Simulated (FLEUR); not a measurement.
C: band structure with LDA

Crystal: C.

```
CELL_PARAMETERS angstrom
2.52210 0.00000 0.00000
-1.26105 2.18420 0.00000
0.00000 0.00000 12.35570
ATOMIC_POSITIONS crystal
C 0.66667 0.33333 0.35417
C 0.33333 0.66667 0.85417
C 0.66667 0.33333 0.14583
C 0.33333 0.66667 0.64583
C 0.66667 0.33333 0.47917
C 0.33333 0.66667 0.97917
C 0.66667 0.33333 0.02083
C 0.33333 0.66667 0.52083
C 0.00000 0.00000 0.81250
C 0.00000 0.00000 0.31250
C 0.00000 0.00000 0.68750
C 0.00000 0.00000 0.18750
```

This is a hexagonal form of diamond, not graphite.

```
Program                  : FLEUR MaX-R8.1 (later development tree)
Task                     : band structure
Functional               : LDA
Potentials or basis      : all-electron
Basis                    : FLAPW
Kmax                     : 5.33 1/bohr
k mesh                   : 12 × 12 × 3
Occupations              : fermi-dirac, width 0.05 eV
Spin                     : no spin polarisation
Gmax                     : 16.5 1/bohr
Muffin-tin radii         : C 1.35 bohr
lmax                     : C 8
Local orbitals a species : C 3
Max iterations           : 60
Mixing factor            : 0.05
Mixer                    : Anderson
Mixer history            : 15
Density convergence      : 1e-05 me/bohr^3
```

- Band gap on the k mesh: 4.36 eV, indirect (least direct gap 5.26 eV)
- Band gap along the path: 4.33 eV, indirect (least direct gap 5.26 eV)
- Valence electrons inside the program's atomic spheres: C 2.10 (radii C 1.35 bohr)

Levels at the corners of the path, in eV from the valence-band top:
```csv
point,band 21,band 22,band 23,band 24,band 25,band 26,band 27,band 28
Γ,-0.98,-0.15,0.00,0.00,5.26,5.26,5.62,6.32
M,-4.05,-4.05,-3.62,-2.88,4.49,5.05,5.21,5.56
K,-6.05,-4.78,-4.53,-4.53,5.48,5.48,6.20,8.58
Γ,-0.98,-0.15,0.00,0.00,5.26,5.26,5.62,6.32
A,-0.33,-0.33,-0.33,-0.33,5.65,5.65,5.65,5.65
L,-3.75,-3.75,-3.23,-3.23,4.65,4.65,5.85,5.85
H,-5.31,-5.31,-4.76,-4.76,5.69,5.69,7.04,7.04
A,-0.33,-0.33,-0.33,-0.33,5.65,5.65,5.65,5.65
L,-3.75,-3.75,-3.23,-3.23,4.65,4.65,5.85,5.85
M,-4.05,-4.05,-3.62,-2.88,4.49,5.05,5.21,5.56
K,-6.05,-4.78,-4.53,-4.53,5.48,5.48,6.20,8.58
H,-5.31,-5.31,-4.76,-4.76,5.69,5.69,7.04,7.04
```

Core levels (eV from the Fermi level):
```
atom        levels
 1 C  1s1/2 -263.0
 2 C  1s1/2 -263.0
 3 C  1s1/2 -263.0
 4 C  1s1/2 -263.0
 5 C  1s1/2 -263.0
 6 C  1s1/2 -263.0
```

It took 9 min on 1 thread of Arm Neoverse V2, on a shared host, peak memory 0.14 GiB.
